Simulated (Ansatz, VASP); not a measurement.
## One calculation of TePb, two programs

```
CELL_PARAMETERS angstrom
0.00000 3.18435 3.18435
3.18435 0.00000 3.18435
3.18435 3.18435 0.00000
ATOMIC_POSITIONS crystal
Te 0.50000 0.50000 0.50000
Pb 0.00000 0.00000 0.00000
```

Alike in both runs: task single point; functional PBE; k mesh 8 × 8 × 8; occupations gaussian, width 0.02 eV; no spin polarisation.

```csv
,VASP,Ansatz
version,VASP 6.6.1,Ansatz 0.2.0
potentials or method,"VASP PAW PBE potentials, release 64 (Te, Pb_d)","scalar-relativistic, plane waves, PAW"
plane-wave cutoff (eV),520,420
valence electrons in the cell,20,30
```

```tsv
	VASP	Ansatz	Ansatz less VASP
gap on the k mesh at the Fermi level (eV)	0.64	0.63	-0.005
least direct gap on the mesh (eV)	0.64	0.63	-0.005
pressure (GPa)	4.4	4.4	+0.04
```

The two sets of potentials don't hold the same shells in valence.

Caveats: spin-orbit coupling is left out, which as a rule narrows the gap of such compounds by several tenths of an eV. A k mesh can miss the band edges.
